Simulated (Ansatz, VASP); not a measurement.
## Two plane-wave programs on LiH

Contents of INCAR:

```
SYSTEM = LiH
PREC     = Accurate       ! precision mode
ENCUT    = 520            ! plane-wave cutoff, eV
EDIFF    = 1E-6           ! SCF threshold, eV
ISMEAR   = -1             ! smearing method
SIGMA    = 0.02           ! smearing width, eV
LREAL    = .False.        ! projectors in reciprocal space
LASPH    = .True.         ! aspherical terms in the spheres
NELM     = 60             ! most SCF steps
ALGO     = Normal         ! electronic algorithm
ISIF     = 2              ! what is computed and relaxed
LWAVE    = .False.        ! write WAVECAR
LCHARG   = .True.         ! write CHGCAR
GGA      = PE             ! functional
LELF     = .True.         ! ELF
LVHAR    = .True.       
NBANDS   = 9              ! bands
```

KPOINTS

```
regular mesh
0
Gamma
  10 10 10
  0 0 0
```

Contents of POSCAR:

```
LiH
1.0
    0.0000000000      2.1227739869      1.9651323401
    2.1227739869      0.0000000000      1.9651323401
    2.1227739869      2.1227739869      0.0000000000
Li H
1 1
Direct
    0.0000000000      0.0000000000      0.0000000000
    0.5000000000      0.5000000000      0.5000000000
```

Input for Ansatz:

```yaml
crystal:
  lattice:
    - [0.0, 2.1227739869, 1.9651323401]
    - [2.1227739869, 0.0, 1.9651323401]
    - [2.1227739869, 2.1227739869, 0.0]
  atoms:
    - { symbol: Li, position: [0.0, 0.0, 0.0] }
    - { symbol: H, position: [0.5, 0.5, 0.5] }
kpoints:
  mp_grid: { grid: [10, 10, 10] }
  band_path:
    path:
      - [0.0, 0.0, 0.0]
      - [0.5, 0.0, 0.5]
      - [0.625, 0.25, 0.625]
      - [0.375, 0.375, 0.75]
      - [0.5, 0.5, 0.5]
      - [0.5, 0.25, 0.75]
      - [0.5, 0.5, 0.0]
      - [0.0, 0.5, 0.5]
    npoints: 1
hamiltonian:
  xc: pbe
scf:
  occupations: { method: fermi_dirac, width: 0.02 }
  n_extra_bands: 4
output:
  forces: true
  stress: true
  eigenvalues: true
```

Change from the starting cell: epitaxial_xy strain +6.0%.

Alike in both runs: task single point; functional PBE; k mesh 10 × 10 × 10; occupations fermi-dirac, width 0.02 eV; no spin polarisation.

|  | VASP | Ansatz |
| --- | --- | --- |
| version | VASP 6.6.1 | Ansatz 0.2.0 |
| potentials or method | VASP PAW PBE potentials, release 64 (Li_sv, H) | plane waves, PAW |
| plane-wave cutoff (eV) | 520 | 420 |
| valence electrons in the cell | 4 | 4 |

|  | VASP | Ansatz | Ansatz less VASP |
| --- | --- | --- | --- |
| gap on the k mesh at the Fermi level (eV) | 2.38 | 2.38 | +0.006 |

With one functional, cell and mesh, what is left measures potentials, basis and numerics.

 A k mesh can miss the band edges.
